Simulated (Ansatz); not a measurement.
**Bands of Sb**

```yaml
crystal:
  lattice:
    - [-1.50500, 1.50500, 2.48000]
    - [1.50500, -1.50500, 2.48000]
    - [1.50500, 1.50500, -2.48000]
  atoms:
    - { symbol: Sb, position: [0.00000, 0.00000, 0.00000] }
```

The cell comes from COD entry 9013010, which wasn't checked; take it as a given geometry.

These are results of DFT, PBE, all-electron LAPW, Dirac equation with spin-orbit coupling (Ansatz 0.2.0), not measurements.

Numerical set-up: a Γ-centred 13×13×15 k mesh, Fermi–Dirac smearing of 0.03 eV, basis error target 0.25 meV/atom, no spin polarisation; this mesh doesn't keep the crystal's whole symmetry, which leaves small spurious terms.

Points in fractions of the reciprocal vectors of this cell: Γ (0, 0, 0), X (0, 0, 0.5), P (0.25, 0.25, 0.25), N (0, 0.5, 0), M (0.5, 0.5, -0.5), S (0.342, 0.658, -0.342), S0 (-0.342, 0.342, 0.342). The path joins them by straight lines in the order Γ–X–P–N–Γ–M–S–S0–Γ; legs that retrace an earlier one aren't tabulated. Energies are in eV from the Fermi level.

Task: Metal or insulator at this level of theory?

Result: No gap opens: metallic or semimetallic.

Task: Tabulate bands 19 to 25, counted from the lowest band of the run, along the path.

Result: 
```tsv
k (1/Å)	point	band 19	band 20	band 21	band 22	band 23	band 24	band 25
0.00	Γ	-14.51	-14.51	5.73	5.73	7.04	7.04	7.17
0.30		-14.16	-14.16	4.56	4.56	5.57	5.57	5.90
0.59		-13.13	-13.13	2.40	2.40	3.42	3.42	3.78
0.89		-11.40	-11.40	0.41	0.41	1.02	1.02	1.98
1.18		-9.03	-9.03	-2.58	-2.58	-0.49	-0.49	0.90
1.48	X	-6.51	-6.51	-5.50	-5.50	-0.91	-0.91	0.54
1.60		-6.49	-6.49	-5.43	-5.43	-1.16	-1.16	0.26
1.73		-6.44	-6.44	-5.24	-5.24	-1.75	-1.75	-0.29
1.86		-6.38	-6.38	-4.91	-4.91	-2.46	-2.46	-0.80
1.98		-6.32	-6.32	-4.47	-4.47	-3.16	-3.16	-1.15
2.11	P	-6.30	-6.30	-4.09	-4.09	-3.64	-3.64	-1.28
2.32		-7.06	-7.06	-4.55	-4.55	-2.71	-2.71	-0.40
2.53		-8.12	-8.12	-5.56	-5.56	-0.59	-0.59	1.17
2.74		-8.93	-8.93	-6.38	-6.38	1.82	1.82	2.50
2.94		-9.41	-9.41	-6.90	-6.90	2.64	2.64	4.67
3.15	N	-9.57	-9.57	-7.07	-7.07	2.67	2.67	6.23
3.40		-10.82	-10.82	-5.35	-5.35	2.91	2.91	6.23
3.64		-12.39	-12.39	-2.40	-2.40	3.62	3.62	6.28
3.89		-13.56	-13.56	0.99	0.99	4.67	4.67	6.47
4.13		-14.27	-14.27	4.37	4.37	5.88	5.88	6.82
4.37	Γ	-14.51	-14.51	5.73	5.73	7.04	7.04	7.17
4.63		-14.25	-14.25	4.56	4.56	5.79	5.79	6.22
4.88		-13.50	-13.50	1.53	1.53	4.07	4.07	4.67
5.13		-12.25	-12.25	-1.87	-1.87	2.78	2.78	3.37
5.39		-10.57	-10.57	-4.93	-4.93	1.96	1.96	2.54
5.64	M	-9.19	-9.19	-6.78	-6.78	1.69	1.69	2.26
5.77		-9.14	-9.14	-6.71	-6.71	1.05	1.05	2.12
5.90		-8.98	-8.98	-6.48	-6.48	-0.49	-0.49	2.29
6.04		-8.74	-8.74	-6.11	-6.11	-2.12	-2.12	2.64
6.17		-8.47	-8.47	-5.60	-5.60	-3.59	-3.59	3.13
6.30	S	-8.32	-8.32	-5.03	-5.03	-4.62	-4.62	3.75
6.60		-8.96	-8.96	-6.24	-6.24	-1.96	-1.96	4.79
6.89		-9.50	-9.50	-6.98	-6.98	1.71	1.71	5.97
7.19		-9.50	-9.50	-6.98	-6.98	1.71	1.71	5.97
7.49		-8.96	-8.96	-6.24	-6.24	-1.96	-1.96	4.79
7.78	S0	-8.32	-8.32	-5.03	-5.03	-4.62	-4.62	3.75
8.07		-9.57	-9.57	-4.68	-4.68	-3.04	-3.04	5.39
8.35		-11.62	-11.62	-2.48	-2.48	-0.62	-0.62	6.99
8.64		-13.21	-13.21	0.59	0.59	2.26	2.26	7.44
8.92		-14.18	-14.18	4.03	4.03	5.22	5.22	7.08
9.21	Γ	-14.51	-14.51	5.73	5.73	7.04	7.04	7.17
```
